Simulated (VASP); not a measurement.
Given:

```xyz
4
Lattice="1.7691 -3.0641 0.0000 1.7691 3.0641 0.0000 0.0000 0.0000 5.7119" Properties=species:S:1:pos:R:3 pbc="T T T"
In     1.7691    -1.0214     2.8553
In     1.7691     1.0214     5.7113
N      1.7691    -1.0214     5.0214
N      1.7691     1.0214     2.1654
```

All values below come from PBEsol GGA, VASP's PBE PAW potentials (set 64) (plane waves; VASP 6.6.1). Numerical set-up: 520 eV cut-off, 11×11×6 Γ-centred mesh, tetrahedra with Blöchl corrections, potentials In_d N.

Unless said otherwise, spin-orbit coupling is left out, though it shifts the bands of the heavy elements here.

Question: Estimate the energy per atom (σ→0), band gap (on the k-mesh) with the smallest direct gap where there is one.

Answer: 
The band gap (on the k-mesh) is none (metal, semimetal or under 0.01 eV). The energy per atom (σ→0) is -5.790 eV/atom.

The compound is InN in the wurtzite structure. It was relaxed first.
